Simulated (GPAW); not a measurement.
The system is CoO.

```
Co O
1.0
     3.20444    1.85008    5.13294
    -1.60222    0.92504    2.56647
     0.00000   -1.85008    2.56647
Co O
2 2
Direct
  0.49949 0.99898 0.99898
  0.99949 0.99898 0.99898
  0.37551 0.75102 0.75102
  0.87551 0.75102 0.75102
```

Measurements of this composition are mostly on another form, of space group No. 225.

Alike in all runs: program GPAW 26.7.0; functional PBEsol; potentials or basis PAW data sets generated in the run's folder for this functional; cutoff 800 eV; basis pw; k mesh 4 × 7 × 7; occupations fermi-dirac, width 0.05 eV.

Starts and where they ended:

| start | free energy over the lowest (meV/atom) | net moment (μB) | site or absolute moments (μB) | gap |
| --- | --- | --- | --- | --- |
| no spin polarisation | 175.3 | - | - | none (metal or under the smearing width) |
| collinear spin, ferromagnetic start of up to 3.5 μB | 19.2 | 5.57 | Co +2.34; O +0.24 | none (metal or under the smearing width) |
| collinear spin, ferromagnetic start of up to 2 μB | 19.2 | 5.57 | Co +2.34; O +0.24 | none (metal or under the smearing width) |
| collinear spin, antiferromagnetic start of up to 3.5 μB | 0.0 | 0.00 | Co +2.13, -2.13; O +0.12, -0.12 | none (metal or under the smearing width) |
| collinear spin, antiferromagnetic start of up to 2 μB | 0.0 | 0.00 | Co +2.13, -2.13; O +0.12, -0.12 | none (metal or under the smearing width) |

The spin-polarised runs without a constraint all converged, yet they end up to 19 meV/atom apart: a converged run can sit in a state that isn't the lowest. Allowing spin polarisation gains 175 meV/atom. A still lower state may exist.

Caveats: semilocal functionals often make such compounds metallic where correlation or magnetic order opens a gap, which also shifts bond lengths.
